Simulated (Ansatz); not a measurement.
# C: a line through a two-coordinate scan

The task here is to estimate one member of a computed series from the others.

The COD entry's cell or inner coordinates are ideal or old and differ from later refinements, so a difference from it is no clean test against experiment.

Computed with Ansatz 0.2.0 (DFT PBEsol+D3(BJ), scalar-relativistic, plane waves, PAW, unless a step's input says otherwise).

71 further runs of the same task are left out: 71 set aside as unsound or not needed. Runs told in other sessions of the task aren't counted.

## Starting point

Symmetry: P6_3/mmc, No. 194, hexagonal system. The conventional cell has a = 2.458 Å, b = 2.458 Å, c = 6.580 Å, α = 90.00°, β = 90.00°, γ = 120.00°. C (site symmetry -6m2) is surrounded by 3 C at 1.42 Å.

Coordinates:

```cif
data_structure
_symmetry_space_group_name_H-M 'P 1'
_symmetry_Int_Tables_number 1
_cell_length_a 2.4580
_cell_length_b 2.4580
_cell_length_c 6.5801
_cell_angle_alpha 90.000
_cell_angle_beta 90.000
_cell_angle_gamma 120.000
_cell_volume 34.43
loop_
_atom_site_label
_atom_site_type_symbol
_atom_site_fract_x
_atom_site_fract_y
_atom_site_fract_z
_atom_site_occupancy
C1 C 0.00000 0.00000 0.00250 1
C2 C 0.00000 0.00000 0.50250 1
C3 C 0.33333 0.66667 0.00250 1
C4 C 0.66667 0.33333 0.50250 1
```

It is the result of an earlier relaxation at this level (volume 8.61 Å³/atom; gap on the mesh: none (metal)).

## What is varied

The energy is mapped over volume and the cell's shape.

- volume per atom: 11 values from 7.574 to 9.640 Å³
- c/a of the conventional cell: 11 values from 2.373 to 3.020

Nothing else is relaxed (symmetry fixes all fractional coordinates). Energies count from the relaxed crystal. Points are written as (first, second).

The first run:

Contents of input.yaml:

```yaml
crystal:
  lattice:
    - [2.4129045584, 0.0, 0.0]
    - [-1.2064522792, 2.0896366444, 0.0]
    - [0.0, 0.0, 6.0086149313]
  atoms:
    - { symbol: C, position: [0.0, 0.0, 0.0025] }
    - { symbol: C, position: [0.0, 0.0, 0.5025] }
    - { symbol: C, position: [0.3333333333, 0.6666666667, 0.0025] }
    - { symbol: C, position: [0.6666666667, 0.3333333333, 0.5025] }
basis:
  ecutwfc: 520.0
kpoints:
  mp_grid: { grid: [21, 21, 8] }
hamiltonian:
  xc: pbesol
  pseudopotentials: { kind: paw, azcp: { folder: soft_1 } }
  dispersion: d3bj
scf:
  occupations: { method: gaussian, width: 0.15 }
output:
  forces: true
  stress: true
  eigenvalues: true
```

The run is started by

```console
ansatz run input.yaml --threads 2 --pin off --max-ram 4096MiB --backend cpu --events-out ev --progress --plain --runs-dir out
```

Among the steps run: Point (7.574 Å³, 2.490); The run at (7.781 Å³, 2.490); The run at (8.194 Å³, 2.490); The run at (8.401 Å³, 2.490); The run at (8.607 Å³, 2.490); Grid point (8.814 Å³, 2.490); The run at (9.020 Å³, 2.490); Grid point (9.227 Å³, 2.490); Grid point (9.434 Å³, 2.490); Point (9.640 Å³, 2.490).

One of the session's tables, all rows but one given; the rest of the session is left out.

```
volume per atom (Å³)  energy (meV/atom)  slope (meV/atom per Å³)  pressure (GPa)
               7.574                 36                     −135              22
               7.781                 15                      −70              11
               7.988                  7                      −13               2
               8.194                  9                       38              −6
               8.401                 22                       83             −13
               8.607                 43                      122             −20
               8.814                 72                      157             −25
               9.020                108                      187             −30
               9.227                  ?                        ?               ?
               9.434                196                      238             −38
               9.640                247                      259             −42
```

Estimate the missing values for volume per atom (Å³) = 9.227.

Worked estimate for «energy (meV/atom)». A straight line through the neighbours (9.020, 108) and (9.434, 196) gives 108 + (196 − 108) × (9.227 − 9.020) / (9.434 − 9.020) = 152; a parabola fitted to 4 rows on both sides gives 149.

**Answer.** energy (meV/atom): 149; slope (meV/atom per Å³): 214; pressure (GPa): −34. In «energy (meV/atom)» the line misses by +3 and the parabola by +0.

Energies count from the relaxed crystal. Rows without a step come from runs not printed here or follow by symmetry.

The highest point computed, at 9.640 Å³, lies 241 meV/atom above the lowest.

To keep in mind: Warnings in the runs' records: pseudo functional mismatch.
